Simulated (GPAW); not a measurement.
Crystal: ZrS.

```
Zr S
1.0
     0.00000    2.62500    2.62500
     2.62500    0.00000    2.62500
     2.62500    2.62500    0.00000
Zr S
1 1
Direct
  0.00000 0.00000 0.00000
  0.50000 0.50000 0.50000
```

| Property | Result |
| --- | --- |
| Program | GPAW 26.7.0 |
| Task | relaxation of cell and atoms |
| Functional | PBEsol |
| Dispersion | D3(BJ)+ATM |
| Potentials or basis | PAW data sets generated in the run's folder for this functional |
| Cutoff | 600 eV |
| Basis | pw |
| k mesh | 9 × 9 × 9 |
| Occupations | fermi-dirac, width 0.05 eV |
| Spin | no spin polarisation |

At the start: pressure -10.8 GPa; volume 18.09 Å³/atom.

Problem. How do energy, volume and symmetry change on relaxing?

Solution. Over 4 steps the energy falls by 49.5 meV/atom and the volume is 16.70 Å³/atom (-7.7 %); space group Fm-3m (No. 225, to 0.05 Å).

The path:
| step | energy change (eV) | largest force (eV/Å) | pressure (GPa) | volume (Å³) |
| --- | --- | --- | --- | --- |
| 1 | 0.0000 | 0.0000 | -10.76 | 36.18 |
| 2 | -0.0533 | 0.0000 | -7.70 | 35.25 |
| 3 | -0.0983 | 0.0000 | 0.95 | 33.20 |
| 4 | -0.0990 | 0.0000 | -0.06 | 33.40 |

Final structure:
```
Zr S
1.0
     0.00000    2.55616    2.55616
     2.55616    0.00000    2.55616
     2.55616    2.55616    0.00000
Zr S
1 1
Direct
  0.00000 0.00000 0.00000
  0.50000 0.50000 0.50000
```

Caveat: later steps reuse the first step's grids; pairwise dispersion overbinds metals, which lowers pressure and volume.
